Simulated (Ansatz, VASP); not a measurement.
## One calculation of P, two programs

Contents of POSCAR:

```
P
1.0
    0.0000000000      1.9672947272      1.9672947272
    1.9672947272      0.0000000000      1.9672947272
    1.9672947272      1.9672947272      0.0000000000
P
1
Direct
    0.0000000000      0.0000000000      0.0000000000
```

Contents of INCAR.step1:

```
PREC = Accurate
ENCUT = 520
ISMEAR = -1
SIGMA = 0.1
LREAL = F
LASPH = T
NELM = 100
NBANDS = 8
GGA = PE
ALGO = Normal
EDIFF = 1E-4
LWAVE = T
LCHARG = F
```

INCAR.step2

```
PREC = Accurate
ENCUT = 520
EDIFF = 1E-7
ISMEAR = -1
SIGMA = 0.1
LREAL = F
LASPH = T
NELM = 100
ALGO = Normal
ISIF = 2
LWAVE = F
LCHARG = T
METAGGA = R2SCAN
LMIXTAU = T
LELF = T
LVHAR = T
NBANDS = 8
ISTART = 1
```

KPOINTS

```
Automatic mesh
0
Gamma
  16 16 16
```

Input for Ansatz:

```yaml
crystal:
  lattice:
    - [0.0, 1.9672947272, 1.9672947272]
    - [1.9672947272, 0.0, 1.9672947272]
    - [1.9672947272, 1.9672947272, 0.0]
  atoms:
    - { symbol: P, position: [0.0, 0.0, 0.0] }
hamiltonian:
  xc: r2scan
  pseudopotentials:
    kind: paw
    azcp:
      P: "pseudopotentials/P.paw.azcp"
basis:
  ecutwfc: 500
  fft_grid_basis: typed
kpoints:
  mp_grid: { grid: [16, 16, 16], shift: [0, 0, 0] }
magnetization:
  spin_polarized: false
scf:
  occupations: { method: fermi_dirac, width: 0.1 }
  lower_state_search: "off"
output:
  stress: true
```

Alike in both runs: task single point; functional r2SCAN; k mesh 16 × 16 × 16; occupations fermi-dirac, width 0.1 eV; no spin polarisation.

```csv
,VASP,Ansatz
version,VASP 6.6.1,Ansatz 0.2.0
potentials or method,"VASP PAW PBE potentials, release 64 (P)","plane waves (500 eV) with PAW, scalar-relativistic"
plane-wave cutoff (eV),520,500
valence electrons in the cell,5,5
```

Ansatz gave:

```
pressure (GPa) : -2.9
```

What did VASP give for the same quantities?

Pressure (GPa): -3.0.

Caveats: the PAW data sets were made with another functional, which shifts forces and pressure a little (VASP).
